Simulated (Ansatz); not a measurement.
This is a relaxation of cell and atoms with the plane-wave code Ansatz on BaTiO3 (started from an entry of an open crystallographic database); the level of theory is r2SCAN. It starts from the PBE minimum.

```yaml
crystal:
  lattice:
    - [2.8631888323, 1.6530628431, 2.3565005969]
    - [-2.8631888323, 1.6530628431, 2.3565005969]
    - [0.0, -3.3061256862, 2.3565005968]
  atoms:
    - { symbol: Ba, position: [-0.0054008432, -0.0054008432, -0.0054008432] }
    - { symbol: Ti, position: [0.4803547412, 0.4803547412, 0.4803547412] }
    - { symbol: O, position: [0.5112004389, 0.5112004389, 0.0218452243] }
    - { symbol: O, position: [0.0218452243, 0.5112004389, 0.5112004389] }
    - { symbol: O, position: [0.5112004389, 0.0218452243, 0.5112004389] }
kpoints:
  mp_grid: { grid: [6, 6, 6] }
hamiltonian:
  xc: r2scan
scf:
  occupations: { method: fermi_dirac, width: 0.02 }
relax:
  f_tol: 0.005
  cell: {}
```

The trajectory has 11 recorded frames, each with fractional positions and then forces in eV/Å along x, y and z. The last, and any step after a large change of cell, is solved on a basis re-selected at its cell; pressure is positive in compression.

Step 1: energy 0.0 meV/atom from step 1, largest force component 0.101 eV/Å, pressure -3.20 GPa; a = 4.060 Å, b = 4.060 Å, c = 4.060 Å, α = 89.69°, β = 89.69°, γ = 89.69°
```
Ba 0.9946 0.9946 0.9946     0.000   0.000   0.020
Ti 0.4804 0.4804 0.4804     0.000   0.000  -0.057
O  0.5112 0.5112 0.0218     0.000  -0.101   0.012
O  0.0218 0.5112 0.5112     0.088   0.051   0.012
O  0.5112 0.0218 0.5112    -0.088   0.051   0.012
```

Step 2: energy -2.7 meV/atom from step 1, largest force component 0.306 eV/Å, pressure +0.65 GPa; a = 4.024 Å, b = 4.024 Å, c = 4.024 Å, α = 89.71°, β = 89.71°, γ = 89.71°
```
Ba 0.9975 0.9975 0.9975     0.000   0.000  -0.101
Ti 0.4800 0.4800 0.4800     0.000   0.000   0.306
O  0.5110 0.5110 0.0198     0.000  -0.013  -0.068
O  0.0198 0.5110 0.5110     0.011   0.006  -0.068
O  0.5110 0.0198 0.5110    -0.011   0.006  -0.068
```

Step 3: energy -3.0 meV/atom from step 1, largest force component 0.114 eV/Å, pressure +0.45 GPa; a = 4.027 Å, b = 4.027 Å, c = 4.027 Å, α = 89.74°, β = 89.74°, γ = 89.74°
```
Ba 0.9940 0.9940 0.9940     0.000   0.000   0.114
Ti 0.4821 0.4821 0.4821     0.000   0.000   0.080
O  0.5107 0.5107 0.0218     0.000   0.099  -0.065
O  0.0218 0.5107 0.5107    -0.085  -0.049  -0.065
O  0.5107 0.0218 0.5107     0.085  -0.049  -0.065
```

Step 4 (rejected): energy +4.4 meV/atom from step 1, largest force component 0.160 eV/Å, pressure +0.01 GPa; a = 3.995 Å, b = 3.995 Å, c = 3.995 Å, α = 89.89°, β = 89.89°, γ = 89.89°
```
Ba 0.0028 0.0028 0.0028     0.000   0.000  -0.016
Ti 0.4995 0.4995 0.4995     0.000   0.000  -0.160
O  0.5049 0.5049 0.0070     0.000  -0.047   0.059
O  0.0070 0.5049 0.5049     0.041   0.024   0.059
O  0.5049 0.0070 0.5049    -0.041   0.024   0.059
```

Step 5 (rejected): energy -1.0 meV/atom from step 1, largest force component 0.306 eV/Å, pressure -0.87 GPa; a = 4.014 Å, b = 4.014 Å, c = 4.014 Å, α = 89.95°, β = 89.95°, γ = 89.95°
```
Ba 0.9991 0.9991 0.9991     0.000   0.000   0.009
Ti 0.4900 0.4900 0.4900     0.000   0.000  -0.306
O  0.5078 0.5078 0.0144     0.000  -0.107   0.099
O  0.0144 0.5078 0.5078     0.093   0.054   0.099
O  0.5078 0.0144 0.5078    -0.093   0.054   0.099
```

Step 6: energy -3.3 meV/atom from step 1, largest force component 0.105 eV/Å, pressure +0.18 GPa; a = 4.027 Å, b = 4.027 Å, c = 4.027 Å, α = 89.82°, β = 89.82°, γ = 89.82°
```
Ba 0.9965 0.9965 0.9965     0.000   0.000   0.003
Ti 0.4827 0.4827 0.4827     0.000   0.000   0.051
O  0.5095 0.5095 0.0211     0.000   0.105  -0.018
O  0.0211 0.5095 0.5095    -0.091  -0.052  -0.018
O  0.5095 0.0211 0.5095     0.091  -0.052  -0.018
```

Step 7: energy -3.5 meV/atom from step 1, largest force component 0.043 eV/Å, pressure -0.10 GPa; a = 4.023 Å, b = 4.023 Å, c = 4.023 Å, α = 89.75°, β = 89.75°, γ = 89.75°
```
Ba 0.9967 0.9967 0.9967     0.000   0.000   0.014
Ti 0.4838 0.4838 0.4838     0.000   0.000  -0.043
O  0.5099 0.5099 0.0189     0.000  -0.031   0.009
O  0.0189 0.5099 0.5099     0.027   0.016   0.009
O  0.5099 0.0189 0.5099    -0.027   0.016   0.009
```

Step 8: energy -3.6 meV/atom from step 1, largest force component 0.001 eV/Å, pressure +0.03 GPa; a = 4.023 Å, b = 4.023 Å, c = 4.023 Å, α = 89.79°, β = 89.79°, γ = 89.79°
```
Ba 0.9968 0.9968 0.9968     0.000   0.000   0.000
Ti 0.4834 0.4834 0.4834     0.000   0.000  -0.001
O  0.5098 0.5098 0.0194     0.000   0.000   0.000
O  0.0194 0.5098 0.5098     0.000   0.000   0.000
O  0.5098 0.0194 0.5098     0.000   0.000   0.000
```

Step 9 (rejected): energy -3.6 meV/atom from step 1, largest force component 0.002 eV/Å, pressure -0.06 GPa; a = 4.024 Å, b = 4.024 Å, c = 4.024 Å, α = 89.80°, β = 89.80°, γ = 89.80°
```
Ba 0.9968 0.9968 0.9968     0.000   0.000   0.000
Ti 0.4833 0.4833 0.4833     0.000   0.000  -0.001
O  0.5098 0.5098 0.0195     0.000  -0.002   0.000
O  0.0195 0.5098 0.5098     0.001   0.001   0.000
O  0.5098 0.0195 0.5098    -0.001   0.001   0.000
```

Step 10: energy -3.6 meV/atom from step 1, largest force component 0.000 eV/Å, pressure 0.00 GPa; a = 4.024 Å, b = 4.024 Å, c = 4.024 Å, α = 89.79°, β = 89.79°, γ = 89.79°
```
Ba 0.9968 0.9968 0.9968     0.000   0.000   0.000
Ti 0.4833 0.4833 0.4833     0.000   0.000   0.000
O  0.5098 0.5098 0.0194     0.000   0.000   0.000
O  0.0194 0.5098 0.5098     0.000   0.000   0.000
O  0.5098 0.0194 0.5098     0.000   0.000   0.000
```

Step 11: energy -3.4 meV/atom from step 1, largest force component 0.000 eV/Å, pressure +0.01 GPa; a = 4.024 Å, b = 4.024 Å, c = 4.024 Å, α = 89.79°, β = 89.79°, γ = 89.79°
```
Ba 0.9968 0.9968 0.9968     0.000   0.000   0.000
Ti 0.4833 0.4833 0.4833     0.000   0.000   0.000
O  0.5098 0.5098 0.0194     0.000   0.000   0.000
O  0.0194 0.5098 0.5098     0.000   0.000   0.000
O  0.5098 0.0194 0.5098     0.000   0.000   0.000
```

In 10 steps the volume changed by -2.7 %; between the first SCF and the last, each on a basis chosen for its cell, the energy fell by 3.4 meV an atom. Final cell: it is trigonal, R3m (No. 160); conventional cell a = 5.680 Å, c = 6.994 Å, 13.03 Å³ an atom. Ba is surrounded by 12 O at 2.78–2.93 Å; Ti is surrounded by 6 O at 1.87–2.16 Å; O is surrounded by 2 Ti at 1.87–2.16 Å and 4 Ba at 2.78–2.93 Å.

Run as `ansatz run input.yaml --threads 4 --pin off --max-ram 7372MiB --backend cpu --events-out ev --progress --plain --runs-dir out`. It took 29 s on 4 threads of Arm Neoverse V2, with other jobs on the host; peak host memory 0.48 GiB.

Spin-unpolarised throughout; all numbers are computed.
